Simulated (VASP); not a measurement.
MnS, 2 atoms in the cell. The structure is cubic, space group Fm-3m (No. 225). The conventional cell has a = 5.095 Å, b = 5.095 Å, c = 5.095 Å, α = 90.00°, β = 90.00°, γ = 90.00°. Around Mn (site symmetry m-3m) lie 6 S at 2.55 Å. S (site symmetry m-3m) is surrounded by 6 Mn at 2.55 Å. 

| Quantity | Value |
| --- | --- |
| Program | VASP 6.6.1 |
| Task | relaxation of cell and atoms |
| Functional | PBE |
| Potentials or basis | VASP PAW PBE potentials, release 64 (Mn_pv, S) |
| Cutoff | 700 eV |
| k mesh | 14 × 14 × 14 |
| Occupations | gaussian, width 0.1 eV |
| Spin | collinear spin, ferromagnetic start |
| Starting moments | [5.0, 0.0] μB |
| Target pressure | 0.0001 GPa |
| Further INCAR settings | ALGO = Normal; EDIFF = 1e-07; IBRION = 2; EDIFFG = -0.002; NSW = 80; ISIF = 3 |
| Target pressure | 0.0001 GPa |

Potentials or basis: VASP PAW PBE potentials, release 64 (Mn_pv, S).

Command:

```console
$ cat potpaw_PBE.64/Mn_pv/POTCAR potpaw_PBE.64/S/POTCAR > POTCAR
$ mpirun -np 1 vasp_std > vasp.out
```

Hardware: 1 thread of Intel(R) Xeon(R) Platinum 8488C (Sapphire Rapids) (shared host).

Task: Estimate the wall time of this run.

Result: It took 100 s on 1 thread of Intel(R) Xeon(R) Platinum 8488C (Sapphire Rapids) (shared host), peak memory 0.29 GiB. Counts: scf iterations 24, k points 104, ion steps 2.
